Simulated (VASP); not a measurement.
## From an Ansatz input to VASP: BeTe (strained zincblende)

Ansatz input

```yaml
crystal:
  lattice:
    - [0.0, 2.7154786804, 2.9110173751]
    - [2.7154786804, 0.0, 2.9110173751]
    - [2.7154786804, 2.7154786804, 0.0]
  atoms:
    - { symbol: Be, position: [0.0, 0.0, 0.0] }
    - { symbol: Te, position: [0.25, 0.25, 0.25] }
kpoints:
  mp_grid: { grid: [8, 8, 8] }
  band_path:
    path:
      - [0.0, 0.0, 0.0]
      - [-0.5, -0.5, 0.0]
      - [-0.375, -0.375, 0.25]
      - [-0.375, 0.0, 0.375]
      - [0.0, 0.0, 0.5]
      - [-0.5, -0.25, 0.25]
      - [0.0, 0.5, 0.5]
    npoints: 1
hamiltonian:
  xc: r2scan
scf:
  occupations: { method: fixed }
  n_extra_bands: 4
output:
  forces: true
  stress: true
  eigenvalues: true
```

Task: Which VASP files do the same job?

Result: 

INCAR

```
PREC = Accurate
SIGMA = 0.01
ISMEAR = 0
ISIF = 2
NELM = 120
EDIFF = 1E-7
IBRION = -1
ENCUT = 520
METAGGA = R2SCAN
LWAVE = .FALSE.
NBANDS = 11
LREAL = .FALSE.
ALGO = Normal
NSW = 0
LASPH = .TRUE.
LCHARG = .FALSE.
```

KPOINTS

```
KPOINTS created by Atomic Simulation Environment
0
Gamma
8 8 8
0 0 0
```

KPOINTS_OPT

```
special points
7
Reciprocal
0.0000000000 0.0000000000 0.0000000000 1
-0.5000000000 -0.5000000000 0.0000000000 1
-0.3750000000 -0.3750000000 0.2500000000 1
-0.3750000000 0.0000000000 0.3750000000 1
0.0000000000 0.0000000000 0.5000000000 1
-0.5000000000 -0.2500000000 0.2500000000 1
0.0000000000 0.5000000000 0.5000000000 1
```

POSCAR

```
Be Te
 1.0000000000000000
     0.0000000000000000    2.7154786804000000    2.9110173751000001
     2.7154786804000000    0.0000000000000000    2.9110173751000001
     2.7154786804000000    2.7154786804000000    0.0000000000000000
 Be  Te
   1   1
Cartesian
  0.0000000000000000  0.0000000000000000  0.0000000000000000
  1.3577393402000000  1.3577393402000000  1.4555086875500001
```

VASP ran with the recommended PBE PAW datasets (8 valence electrons in the cell). Other inputs would serve too.

```
                            Ansatz     VASP
gap between bands v and c  1.93 eV  1.92 eV
         least direct gap  3.82 eV  3.81 eV
                 pressure  3.5 GPa  3.7 GPa
```

Each program uses its own PAW datasets. VASP's cell holds 8 valence electrons and Ansatz's 18. Ansatz's stress includes a Pulay correction; VASP's doesn't.
